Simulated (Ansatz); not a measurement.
# Optical constants of AlO2

All numbers below come from Ansatz 0.2.0, DFT PBEsol, scalar-relativistic, plane waves, PAW. Plane waves to 420 eV; Γ-centred k mesh 4×12×8; Gaussian smearing of 0.20 eV. Collinear spin, site moments 0.0, 0.0, 0.0, 0.0, 0.1, 0.1, 0.1, 0.1, 0.8, 0.8, 0.8, 0.8 μB.

The cell, relaxed at this level:
```xyz
12
Lattice="9.2644 0.0000 0.0000 0.0000 2.8814 0.0000 0.0000 0.0000 4.7841" Properties=species:S:1:pos:R:3 pbc="T T T"
Al    1.4938    0.7203    4.5674
Al    7.7706    2.1610    0.2167
Al    3.1384    2.1610    2.1753
Al    6.1260    0.7203    2.6088
O     7.1645    0.7203    1.1385
O     2.0999    2.1610    3.6456
O     6.7321    2.1610    3.5305
O     2.5323    0.7203    1.2535
O     8.9411    0.7203    4.0479
O     0.3234    2.1610    0.7362
O     4.9556    2.1610    1.6558
O     4.3089    0.7203    3.1283
```

In a metal these results depend on the k mesh and the smearing. A semilocal functional can close a gap that the real compound has.

Independent-particle response (no local fields, no excitons) on a 6×20×12 mesh, broadened by 0.1 eV; the Drude term is undamped and its weight carries the smearing above, which sets much of it in a semimetal. The run couldn't bound its error over part or most of this range, so small peaks and near ties are unsure. Light polarised along y. ε₁ lacks the small share of bands above those solved.

Problem. Tabulate ε₁ and ε₂ against photon energy.

Solution.
| E (eV) | ε₁ | ε₂ |
| --- | --- | --- |
| 0.1 | -14.26 | 0.13 |
| 0.4 | 8.68 | 0.51 |
| 0.7 | 9.73 | 2.21 |
| 1.0 | 10.07 | 3.29 |
| 1.3 | 10.18 | 5.80 |
| 1.6 | 10.17 | 10.11 |
| 1.9 | 2.59 | 8.65 |
| 2.2 | 2.34 | 7.97 |
| 2.5 | 1.03 | 6.33 |
| 2.8 | -0.04 | 4.96 |
| 3.1 | -0.77 | 4.24 |
| 3.4 | -0.63 | 2.78 |
| 3.7 | 0.38 | 2.16 |
| 4.0 | -0.06 | 1.93 |
| 4.3 | 0.18 | 1.28 |
| 4.6 | 0.48 | 0.81 |
| 4.9 | 0.85 | 0.52 |
| 5.2 | 1.09 | 0.35 |
| 5.5 | 1.40 | 0.20 |
| 5.8 | 1.68 | 0.08 |
| 6.1 | 1.94 | 0.08 |
| 6.4 | 2.13 | 0.07 |
| 6.7 | 2.39 | 0.04 |
| 7.0 | 2.61 | 0.18 |
| 7.3 | 2.76 | 0.24 |
| 7.6 | 2.98 | 0.38 |
| 7.9 | 3.05 | 0.53 |
| 8.2 | 3.13 | 0.65 |
| 8.5 | 3.22 | 0.76 |
| 8.8 | 3.32 | 0.89 |
| 9.1 | 3.44 | 1.08 |
| 9.4 | 3.35 | 1.26 |
| 9.7 | 3.45 | 1.24 |
| 10.0 | 3.71 | 1.37 |
| 10.3 | 3.95 | 1.81 |
| 10.6 | 3.85 | 2.51 |
| 10.9 | 3.65 | 2.83 |
| 11.2 | 2.96 | 3.04 |
| 11.5 | 2.72 | 2.91 |
| 11.8 | 2.75 | 3.17 |

Problem. Where is the highest local maximum of ε₂ between 0.3 and 12 eV?

Solution. At 1.7 eV, where ε₂ = 12.1.

Cost: 1 run of about 23 core-minutes, on Intel Xeon 6975P-C (Granite Rapids) (shared hosts).